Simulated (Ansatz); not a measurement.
CoO in Ansatz: the effect of fixed moment

CoO:

```
Co O
1.0
     3.19765    0.00000    0.00000
    -1.59882    2.76924    0.00000
     0.00000    0.00000    5.22871
Co O
2 2
Direct
  0.33333 0.66667 0.50336
  0.00000 0.00000 0.00347
  0.33333 0.66667 0.87156
  0.00000 0.00000 0.37161
```

Measurements of this composition are mostly on another form, of space group No. 225.

Alike in all runs:

| Property | Result |
| --- | --- |
| Program | Ansatz 0.2.0 |
| Task | single point |
| Functional | PBE |
| Potentials or basis | Ansatz PAW |
| Cutoff | 420 eV (not typed: the program's choice for these potentials) |
| k mesh | 8 × 8 × 5 |
| Occupations | fermi-dirac, width 0.05 eV |

```tsv
fixed moment	spin	starting moments	energy over the lowest run (meV/atom)	pressure (GPa)	largest force (eV/Å)
0	collinear spin, program default start	-	212.4	-14.9	0.13
3	collinear spin, ferromagnetic start	[1.5, 1.5, 0.0, 0.0] μB	111.0	-10.9	0.17
4	collinear spin, ferromagnetic start	[2.0, 2.0, 0.0, 0.0] μB	60.4	-7.5	0.34
5	collinear spin, ferromagnetic start	[2.5, 2.5, 0.0, 0.0] μB	23.1	-3.1	0.34
6	collinear spin, ferromagnetic start	[3.0, 3.0, 0.0, 0.0] μB	0.0	2.3	0.29
8	collinear spin, ferromagnetic start	[4.0, 4.0, 0.0, 0.0] μB	?	?	?
```

Task: What does the run with fixed moment 8 give?

Result: Energy over the lowest run 1037.5 meV/atom; pressure 13.8 GPa; largest force 0.18 eV/Å.

Worked out: A parabola through the other rows of the energy over the lowest run, of slope -34.1 meV/atom per unit of fixed moment there, extrapolates to -74.3 meV/atom, against the run's 1037.5. A parabola through the other rows of the pressure, of slope 7.97 GPa per unit of fixed moment there, extrapolates to 16.2 GPa, against the run's 13.8. The largest force follows no smooth curve through the other rows.

Caveats: the total moment is fixed, so each spin has its own Fermi level; the thresholds are loose for stress.
